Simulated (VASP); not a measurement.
# Cd8F15 (a cell with a defect) in VASP: further runs, part 2 of 3

VASP 6.6.1. Earlier steps stand in the parts before.

## Step 3: Single point, PBE

INCAR reads:

```
SYSTEM = Cd8F15
PREC = Accurate ; ENCUT = 520
EDIFF = 1E-6 ; ISMEAR = 0
SIGMA = 0.1 ; LREAL = Auto
LASPH = .TRUE. ; NELM = 80
ALGO = Fast ; ISIF = 2
LWAVE = .FALSE. ; LCHARG = .FALSE.
GGA = PE ; NBANDS = 118
```

KPOINTS reads:

```
regular mesh
0
G
  2 2 2
  0 0 0
```

POSCAR reads:

```
Cd8F15
1.0
    0.0000000000      5.3942060000      5.3942060000
    5.3942060000      0.0000000000      5.3942060000
    5.3942060000      5.3942060000      0.0000000000
Cd F
8 15
Direct
   -0.0006749835      0.0010409317     -0.0018182472
   -0.0007137288      0.0010731885      0.5008883606
   -0.0047125564      0.5014727839      0.0013480205
   -0.0006905558      0.4983500816      0.5009124605
    0.4999922139     -0.0035864407      0.0015056896
    0.4966321271      0.0010309210      0.5008918829
    0.4999528197      0.5016147882      0.0014368194
    0.5000337399      0.5017466889      0.4960631833
    0.1322099119      0.1335704458      0.1167831744
    0.3727577330      0.3742317220      0.3761697273
    0.1237143150      0.1253430996      0.6251527101
    0.1323641515      0.6168756811      0.6334625522
    0.1321045210      0.6170750616      0.1168720661
    0.3727612553      0.8763983059      0.3761608289
    0.3728086210      0.8763730010      0.8739969330
    0.6151678301      0.1339112744      0.1165133478
    0.8748118815      0.3743159790      0.3761180978
    0.6148738109      0.1342696219      0.6339793104
    0.8748102130      0.3743497189      0.8740892543
    0.6239190717      0.6252644041      0.1249983779
    0.8732550259      0.8754937242      0.3755124480
    0.6150057117      0.6165419897      0.6338398089
    0.8747900989      0.8763113607      0.8740902739
```

Potentials or basis: VASP PAW PBE potentials, release 64 (Cd, F).

Command:

```console
$ cat potpaw_PBE.64/Cd/POTCAR potpaw_PBE.64/F/POTCAR > POTCAR
$ mpirun -np 1 vasp_std > vasp.out
```

OUTCAR:

```text
SYSTEM = Cd8F15
   PREC = Accurate
   ENCUT = 520
   EDIFF = 1E-6
   ISMEAR = 0
   LREAL = Auto
   LASPH = .TRUE.
   NELM = 80
   ISIF = 2
   GGA = PE

 ion  position               nearest neighbor table
   1  0.999  0.001  0.998-  11 2.32  19 2.33  23 2.33  15 2.33  21 2.35  13 2.39   9 2.39  16 2.39

   2  0.999  0.001  0.501-  11 2.32  23 2.32  17 2.32  14 2.33  21 2.35   9 2.39  12 2.39  18 2.40

   3  0.995  0.501  0.001-  12 2.29   9 2.29  13 2.29  20 2.31  17 2.33  23 2.33  19 2.34   8 3.78
                             5 3.78   7 3.78
   4  0.999  0.498  0.501-  11 2.32  19 2.32  17 2.33  10 2.33  21 2.35  13 2.39  12 2.39  22 2.39
[... 10 lines left out ...]
  10  0.373  0.374  0.376-   6 2.32   4 2.33   8 2.33   7 2.33
  11  0.124  0.125  0.625-   6 2.32   2 2.32   4 2.32   1 2.32
  12  0.132  0.617  0.633-   8 2.29   3 2.29   4 2.39   2 2.39
  13  0.132  0.617  0.117-   7 2.29   3 2.29   1 2.39   4 2.39
  14  0.373  0.876  0.376-   6 2.32   2 2.33   8 2.33   5 2.33
  15  0.373  0.876  0.874-   6 2.32   1 2.33   5 2.33   7 2.33
  16  0.615  0.134  0.117-   5 2.29   7 2.29   1 2.39   6 2.40
  17  0.875  0.374  0.376-   2 2.32   4 2.33   3 2.33   8 2.33
[... 226 lines left out ...]
  band No.  band energies     occupation
      1     -22.2501      2.00000
      2     -21.8607      2.00000
      3     -21.8422      2.00000
      4     -21.8420      2.00000
      5     -21.7947      2.00000
      6     -21.7945      2.00000
[... 909 lines left out ...]
    111       8.8089      0.00000
    112       8.8090      0.00000
 [bands above 112 left out]

------------------------ aborting loop because EDIFF is reached ----------------------------------------

  FORCE on cell =-STRESS in cart. coord.  units (eV):
  Direction    XX          YY          ZZ          XY          YZ          ZX
  --------------------------------------------------------------------------------------
  -------------------------------------------------------------------------------------
  Total       12.2039720     12.2020849     12.2021990      0.0142537     -0.0205399      0.0050006
  in kB       62.2872571     62.2776254     62.2782079      0.0727488     -0.1048324      0.0255224
  external PRESSURE =      62.2810301 kB  Pullay stress =       0.0000000 kB

 VOLUME and BASIS-vectors are now :
 -----------------------------------------------------------------------------
  energy-cutoff  :      520.00
  volume of cell :      313.92
      direct lattice vectors                 reciprocal lattice vectors
     0.000000000  5.394206000  5.394206000    -0.092692048  0.092692048  0.092692048
     5.394206000  0.000000000  5.394206000     0.092692048 -0.092692048  0.092692048
     5.394206000  5.394206000  0.000000000     0.092692048  0.092692048 -0.092692048

 POSITION                                       TOTAL-FORCE (eV/Angst)
 -----------------------------------------------------------------------------------
      5.39001     10.77496      5.39618         0.010612      0.009505     -0.010712
      2.70768      8.09225      5.39614        -0.010059     -0.009506     -0.010604
      2.71232      5.37606      8.07383        -0.013666      0.011661      0.013848
      5.39023      8.09251      8.07868         0.009955     -0.010790      0.010176
      5.38298      2.70518      8.07192         0.013829     -0.013549      0.013620
      2.70748      5.38085      2.68450        -0.009582      0.009276      0.010605
[... 15 lines left out ...]
      6.74482      6.73653      6.64322         0.001272      0.002608      0.019792
      9.44203      9.43382      9.44580        -0.000443      0.001675     -0.001641
 -----------------------------------------------------------------------------------
    total drift:                                0.000390     -0.004072     -0.005368

  FREE ENERGIE OF THE ION-ELECTRON SYSTEM (eV)
  ---------------------------------------------------
  free  energy   TOTEN  =       -80.8769484115 eV

  energy  without entropy=      -80.8523701504  energy(sigma->0) =      -80.86465928
```

OSZICAR:

```text
N       E                     dE             d eps       ncg     rms          rms(c)
DAV:   1     0.199650340930E+04    0.19965E+04   -0.11411E+05  1912   0.173E+03
DAV:   2     0.657879139749E+02   -0.19307E+04   -0.18595E+04  2048   0.472E+02
DAV:   3    -0.917299875357E+02   -0.15752E+03   -0.15603E+03  2056   0.143E+02
DAV:   4    -0.939741277849E+02   -0.22441E+01   -0.22397E+01  2024   0.185E+01
DAV:   5    -0.939906121622E+02   -0.16484E-01   -0.16479E-01  2042   0.144E+00    0.278E+01
RMM:   6    -0.810105874275E+02    0.12980E+02   -0.50478E+01  1896   0.197E+01    0.218E+01
RMM:   7    -0.809932847264E+02    0.17303E-01   -0.31398E+00  2036   0.532E+00    0.103E+01
RMM:   8    -0.808682661360E+02    0.12502E+00   -0.50083E-01  2052   0.250E+00    0.417E+00
RMM:   9    -0.808734328427E+02   -0.51667E-02   -0.10856E-01  2090   0.142E+00    0.446E-01
RMM:  10    -0.808766790750E+02   -0.32462E-02   -0.48276E-02  2109   0.532E-01    0.397E-01
RMM:  11    -0.808769158458E+02   -0.23677E-03   -0.55944E-03  2056   0.258E-01    0.993E-02
RMM:  12    -0.808769108747E+02    0.49712E-05   -0.16732E-03  2116   0.115E-01    0.253E-02
RMM:  13    -0.808769365294E+02   -0.25655E-04   -0.21101E-04  2155   0.335E-02    0.163E-02
RMM:  14    -0.808769458724E+02   -0.93430E-05   -0.51862E-05  1792   0.123E-02    0.360E-03
RMM:  15    -0.808769479171E+02   -0.20447E-05   -0.65625E-06  1504   0.487E-03    0.366E-03
RMM:  16    -0.808769484115E+02   -0.49434E-06   -0.15454E-06  1363   0.260E-03
   1 F= -.80876948E+02 E0= -.80864659E+02  d E =-.245783E-01
```

Wall time 5.7 min (1 thread of Intel Xeon 6975P-C (Granite Rapids), shared host); peak memory 0.58 GiB.

What came out:

```
Free energy            : -80.8769 eV
Pressure               : 6.2 GPa
Largest force          : 0.024 eV/Å
Band gap on the k mesh : none (metal or under the smearing width)
```

Forces in eV/Å, atoms in the order of the input:
```
Cd   0.011  0.010 -0.011
Cd  -0.010 -0.010 -0.011
Cd  -0.014  0.012  0.014
Cd   0.010 -0.011  0.010
Cd   0.014 -0.014  0.014
Cd  -0.010  0.009  0.011
Cd  -0.013 -0.012 -0.014
Cd   0.014  0.013 -0.014
F    0.002 -0.002 -0.015
F   -0.001 -0.002  0.001
F    0.001  0.000  0.000
F    0.004 -0.017 -0.004
F    0.015 -0.002 -0.002
F   -0.001  0.000 -0.001
F    0.000  0.002 -0.002
F    0.000  0.017  0.002
F   -0.001 -0.002  0.002
F   -0.021  0.001 -0.001
F    0.001  0.001  0.000
F    0.001  0.001  0.001
F   -0.002  0.000  0.001
F    0.001  0.003  0.020
F    0.000  0.002 -0.002
```

Levels at points of the mesh, in eV from the Fermi level:
| k point | band 97 | band 98 | band 99 | band 100 | band 101 | band 102 | band 103 | band 104 | band 105 | band 106 |
| --- | --- | --- | --- | --- | --- | --- | --- | --- | --- | --- |
| (0.00, 0.00, 0.00) | -4.41 | -4.30 | -4.30 | -4.30 | -1.66 | 2.04 | 2.55 | 2.55 | 2.55 | 3.50 |
| (0.50, 0.00, 0.00) | -4.55 | -4.45 | -4.45 | -4.39 | -0.05 | 0.38 | 2.35 | 2.67 | 2.67 | 2.94 |
| (0.00, 0.50, 0.00) | -4.55 | -4.45 | -4.45 | -4.40 | -0.05 | 0.38 | 2.35 | 2.67 | 2.67 | 2.94 |
| (0.00, 0.00, 0.50) | -4.55 | -4.45 | -4.45 | -4.40 | -0.05 | 0.38 | 2.36 | 2.67 | 2.67 | 2.94 |
| (0.50, 0.50, 0.50) | -4.55 | -4.45 | -4.45 | -4.40 | -0.05 | 0.38 | 2.35 | 2.67 | 2.67 | 2.94 |
| (0.50, 0.50, 0.00) | -4.51 | -4.51 | -4.27 | -4.27 | 0.16 | 0.81 | 1.77 | 2.09 | 2.09 | 2.40 |
| (0.00, 0.50, 0.50) | -4.51 | -4.51 | -4.27 | -4.27 | 0.16 | 0.81 | 1.77 | 2.09 | 2.09 | 2.40 |
| (0.50, 0.00, 0.50) | -4.51 | -4.51 | -4.27 | -4.27 | 0.16 | 0.81 | 1.77 | 2.09 | 2.09 | 2.40 |

Caveat: the k mesh is coarse (spacing up to 0.50 Å⁻¹), so the values aren't converged; an odd number of electrons without spin polarisation forces a metal; a magnetic or distorted state may lie lower.

[end of part 2 of 3]
